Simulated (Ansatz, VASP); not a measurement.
# Pb in VASP and in Ansatz

```
CELL_PARAMETERS angstrom
0.00000 2.44157 2.44157
2.44157 0.00000 2.44157
2.44157 2.44157 0.00000
ATOMIC_POSITIONS crystal
Pb 0.00000 0.00000 0.00000
```

Change from the starting cell: volume scaled by 0.96.

Alike in both runs: task single point; functional r2SCAN; k mesh 9 × 9 × 9; occupations fermi-dirac, width 0.05 eV; no spin polarisation.

```csv
,VASP,Ansatz
version,VASP 6.6.1,Ansatz 0.2.0
potentials or method,"VASP PAW PBE potentials, release 64 (Pb_d)",Ansatz PAW
plane-wave cutoff (eV),520,500
valence electrons in the cell,14,14
```

|  | VASP | Ansatz | Ansatz less VASP |
| --- | --- | --- | --- |
| gap on the k mesh at the Fermi level (eV) | none | none | - |
| pressure (GPa) | 3.4 | 3.4 | 0.00 |

A gap of «none» marks a metal or a gap that the smearing closes.

Caveats: the PAW data sets were made with another functional, which shifts forces and pressure a little (VASP); the PAW data sets come from PBE, with cores solved anew for the run's functional, which leaves a small shift of forces and pressure (Ansatz). The runs have no spin-orbit coupling, so splittings on Pb are missing.
